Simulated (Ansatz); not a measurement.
**Cubic perovskite LaAlO3 (cubic high-temperature phase)**

Method: dielectric-dependent PBE hybrid (PAW; Ansatz, a quantum-chemistry and plane-wave program).

Numerical settings: plane-wave cutoff 460 eV, 6×6×6 k mesh, Fermi–Dirac smearing 0.01 eV, scalar-relativistic PAW data made under PBE.

Cell: measured lattice: a = b = c = 3.810 Å, α = β = γ = 90.00°.

```yaml
band_gap: 5.19 eV (on the SCF k mesh)
smallest_direct_gap_on_the_k_points_sampled: 5.36 eV
```

Note: held by symmetry at 0 K, a high-temperature phase can be a saddle point; cell and atoms aren't relaxed at this level (pressure -4.3 GPa).

Spin–orbit coupling is not included.

The result took about 2.2 core-minutes (a rough figure).
